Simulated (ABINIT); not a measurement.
CuCl2:

```
CELL_PARAMETERS angstrom
4.52065 0.00000 0.00000
0.00000 4.52065 0.00000
0.00000 0.00000 4.31771
ATOMIC_POSITIONS crystal
Cu 0.00000 0.00000 0.00000
Cl 0.00000 0.50000 0.00000
Cl 0.50000 0.00000 0.00000
```

Measurements of this composition are mostly on another form, of space group No. 12.

- Program: ABINIT 10.8.3 (patched build)
- Task: relaxation of cell and atoms
- Functional: LDA
- Potentials or basis: JTH PAW LDA v2.0
- Cutoff: 707 eV
- k mesh: 4 × 4 × 4
- Occupations: fermi-dirac, width 0.05 eV
- Spin: no spin polarisation

At the start: pressure -3.4 GPa; volume 29.41 Å³/atom.

Task: Where does the relaxation end?

Result: Over 13 steps the energy falls by 39.4 meV/atom and the volume is 23.67 Å³/atom (-19.5 %); space group P4/mmm (No. 123, to 0.05 Å).

The path:
| step | energy change (eV) | largest force (eV/Å) | pressure (GPa) | volume (Å³) |
| --- | --- | --- | --- | --- |
| 1 | 0.0000 | 0.0000 | -3.40 | 88.24 |
| 2 | -0.0248 | 0.0000 | -2.94 | 87.32 |
| 3 | -0.0820 | 0.0000 | 0.33 | 82.27 |
| 4 | -0.0835 | 0.0000 | -0.22 | 82.94 |
| 5 | -0.0836 | 0.0000 | -0.19 | 82.85 |
| 6 | -0.0867 | 0.0000 | 0.26 | 81.10 |
| 7 | -0.0919 | 0.0000 | 0.73 | 78.38 |
| 8 | -0.0992 | 0.0000 | 2.23 | 69.23 |
| 9 | -0.1080 | 0.0000 | 1.10 | 72.74 |
| 10 | -0.1159 | 0.0000 | 0.45 | 72.13 |
| 11 | -0.1181 | 0.0000 | 0.00 | 71.27 |
| 12 | -0.1181 | 0.0000 | -0.01 | 71.03 |
| 13 | -0.1181 | 0.0000 | 0.00 | 71.02 |

Final structure:
```xyz
3
Lattice="4.3899 0.0000 0.0000 0.0000 4.3899 0.0000 0.0000 0.0000 3.6855" Properties=species:S:1:pos:R:3 pbc="T T T"
Cu    0.0000    0.0000    0.0000
Cl    0.0000    2.1949    0.0000
Cl    2.1949    0.0000    0.0000
```

Caveat: the k mesh is coarse (spacing up to 0.36 Å⁻¹), so the values aren't converged; the volume moved by over 15 % at a fixed basis, so the end points are rough; an odd number of electrons without spin polarisation forces a metal; a magnetic or distorted state may lie lower; the run has no spin polarisation, though such a crystal can be magnetic.
